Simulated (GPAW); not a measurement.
**How the form of the self-energy moves the gap of LiBr (Fm-3m)**

Symmetry: Fm-3m, No. 225, cubic system. The conventional cell has a = 5.501 Å, b = 5.501 Å, c = 5.501 Å, α = 90.00°, β = 90.00°, γ = 90.00°. Nearest to Li lie 6 Br at 2.75 Å. Nearest to Br lie 6 Li at 2.75 Å. Farther neighbours and most contacts between anions are not listed.

```xyz
2
Lattice="0.0000 2.7507 2.7507 2.7506 0.0000 2.7506 2.7506 2.7507 0.0000" Properties=species:S:1:pos:R:3 pbc="T T T"
Li    0.0000    0.0000    0.0000
Br    2.7506    2.7507    2.7506
```

| Item | Value |
| --- | --- |
| method | DFT, PBE, plane waves, PAW (and 1 further level or step) |
| program | GPAW 26.7.0 |
| settings of one run | cutoff 600 eV, GPAW PAW setups 1.2.1 data release, 6×6×6 k-mesh, nbands 228 |
| cost | 4 runs, 10 min in all on 4 MPI ranks of Intel Xeon 6975P-C (Granite Rapids), shared host (the runs of this entry) |
| notes | The cell and positions come from the Crystallography Open Database and are kept as given unless a step says otherwise. Limits: no spin-orbit coupling. Bands and cutoff are finite, so the gap is not at the basis limit. The miss can reach some tenths of an eV and take either sign; the mesh is an error of its own. |
| G0W0, Godby-Needs plasmon pole | 7.165 eV |
| G0W0, full frequency, Hilbert transform | 7.191 eV |
| G0W0, multipole | 7.148 eV |
| known limits | not at the basis limit; no spin-orbit coupling |

G0W0, full frequency, Hilbert transform: +0.026 eV against G0W0, Godby-Needs plasmon pole. G0W0, multipole: −0.017 eV against G0W0, Godby-Needs plasmon pole.

[Paths, hosts, dates, memory and timing lines, banners, echoed tables and standing remarks are left out of the program output.]

[Logs are printed without paths, hosts, clocks, repeated set-up lines and the standing remarks that a program may print on its own settings, such as how far it seeks lower states.]

[Runs of the session that timed out or met a known fault of the program may be left out.]

[Hosts, paths, dates, database ids (printed as entryN), source tags and the programs' standing remarks are cut or masked in the printed files.]
